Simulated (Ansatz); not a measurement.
This Ansatz 0.2.0 run on W needs a look.

File input.yaml:

```yaml
crystal:
  lattice:
    - [-0.83734058, 0.83734058, 0.83734058]
    - [0.83734058, -0.83734058, 0.83734058]
    - [0.83734058, 0.83734058, -0.83734058]
  atoms:
    - { symbol: W, position_ang: [0.0, 0.0, 0.0] }
hamiltonian:
  xc: r2scan
  pseudopotentials: { kind: nc_fr }
  dispersion: rvv10
magnetization:
  noncollinear: true
  spin_orbit: true
kpoints:
  mp_grid: { grid: [12, 12, 12] }
scf:
  occupations: { method: cold, width: 0.025 }
  max_iter: 60
output:
  forces: true
  stress: true
  eigenvalues: true
  bader: false
  populations: true
```

Potentials or basis: PseudoDojo standard.

The run is started by

```console
$ ansatz run input.yaml --threads 1 --pin off --max-ram 2560MiB --backend cpu --events-out ev --progress --plain --runs-dir out
```

Output:

```text
Warning: hamiltonian.xc reads the kinetic-energy density τ on the library's norm-conserving files, and those of W were made for PBE
Warning: RAYON_NUM_THREADS=1 ignored (pool sized by the plan → 1); use --threads N
Engine: ansatz 0.2.0, aarch64-unknown-linux-gnu
Pseudopotentials: kind: nc_fr
Pseudopotential: W, nc_fr, valence charge 14, recommended cutoff 1006.821291 eV (normal), W.nc_fr.azcp (PseudoDojo's, or run here from an input of PseudoDojo's: the run reads no file of this project's for it)
Functional definition: r2SCAN+rVV10
  parameter k0 = 0.174
  parameter k1 = 0.065
  parameter a1 = 4.9479
  exchange = r2scan_x(k0 = k0, k1 = k1, a1 = a1)
  correlation = r2scan_c + rvv10(11.95, 0.0093)
non-collinear run that drives no moment, with spin-orbit: no starting moment large enough to seed its density (crystal.atoms[].spin), no starting occupations that ask for one, no magnetisation constraint and no magnetic field, so the semilocal B_xc is pinned to zero
Crystal: 1 atoms, lattice volume = 2.348 Å³
Basis set: ecut = 1006.821291 eV, 177 PW (Γ), exchange–correlation on 64×64×64 points (64 copies of the dense FFT grid, shifted against one another)
Bands: 22, of which v1, the nominal top of the filled ones, is band 14 counted from 1 (13 counted from 0)
Symmetry: 48 space group operations + 48 with time reversal
Magnetic group: BNS 229.141 (UNI 1643), of the structure as read, at distance tolerance 1.3e-5 Å
k-points: 72 of 1728
Projection manifold: j_resolved (fully-relativistic pseudo-atomic orbitals)
Non-local potential: W, projectors of the file, l = 0: 2, l = 1: 4, l = 2: 4, l = 3: 4
[... 18 lines left out ...]
Internal energy: -1867.656633 eV  (E = F + TS)
E sigma→0 (E₀):  -1867.656648 eV
Entropy (-TS):   -0.000023 eV (-0.023 meV/atom)
Fermi energy:    149.685393 eV
--- Per-component energies (eV) ---
  E_band       = 1329.309249
  E_kinetic    = 1058.900437
  E_local      = 229.622241  (includes V_loc(G=0)·N_el)
  E_nonlocal   = 498.374112
  E_hartree    = 6.200820
  E_xc         = -594.164656
  E_vxc        = -499.681445  (∫ρ·V_xc dr)
  E_vtau       = 29.692238  (kinetic-family band-sum trace: ∫τ·v_τ [+ j·A + Jᵃ·Aᵃ] dr)
  E_ewald      = -3066.589586
  E_smearing   = -0.000023  (= −TS)
  E_closure    = 0.000000  (closes the sum)
  Σ components = -1867.656655   (vs F -1867.656655, Δ=0.00e0)
--- Forces (eV/Å), atoms counted from 1 ---
  atom   1  W     -0.00000000    -0.00000000    -0.00000000
  max |Σ_I F_I| component: 6.84e-30 eV/Å
--- Stress (GPa, compression-positive) ---
    30296.626899       0.000000      -0.000000
       -0.000000   30296.626899       0.000000
       -0.000000      -0.000000   30296.626899
  P = ⅓ Tr σ = 30296.6269 GPa (302966.269 kbar)
[... 5 lines left out ...]
--- Löwdin populations: 1 site ---
  site symbol       q [e]
     0      W     13.6571
  spilling = 0.024495 (of n_electrons = 14.000000)
```

Q: What happened, and what is wrong with the input?

A: The calculation finished and met its thresholds. The input holds a flaw that was put in on purpose: a lattice far too small. The program doesn't stop on it, so the numbers can't be trusted though the run ends normally.
